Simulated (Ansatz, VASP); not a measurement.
## One calculation of TiTe2 (pbesol), two programs

```
CELL_PARAMETERS angstrom
3.77700 0.00000 0.00000
-1.88850 3.27098 0.00000
0.00000 0.00000 6.49800
ATOMIC_POSITIONS crystal
Ti 0.00000 0.00000 0.00000
Te 0.66667 0.33333 0.26280
Te 0.33333 0.66667 0.73720
```

Alike in both runs: task single point; functional PBEsol; k mesh 6 × 6 × 4; occupations gaussian, width 0.1 eV; no spin polarisation.

```csv
,VASP,Ansatz
version,VASP 6.6.1,Ansatz 0.2.0
potentials or method,"VASP PAW PBE potentials, release 64 (Ti_sv, Te)","scalar-relativistic, plane waves, PAW"
plane-wave cutoff (eV),520,420
valence electrons in the cell,24,44
```

```tsv
	VASP	Ansatz	Ansatz less VASP
gap on the k mesh at the Fermi level (eV)	none	none	-
pressure (GPa)	-2.3	-2.4	-0.04
largest component of the traceless stress (GPa)	0.12	0.10	-0.015
rms of the force components (eV/Å)	0.077	0.086	+0.0087
```

Atom by atom the forces differ by 0.009 eV/Å (rms over components). A gap of «none» marks a metal or a gap that the smearing closes. The two sets of potentials don't hold the same shells in valence.

Caveats: the PAW data sets were made with another functional, which shifts forces and pressure a little (VASP); this functional lacks dispersion, which binds the layers, so the pressure and a relaxed spacing across them are unreliable. Spin-orbit coupling is left out, which matters for the levels of Te.
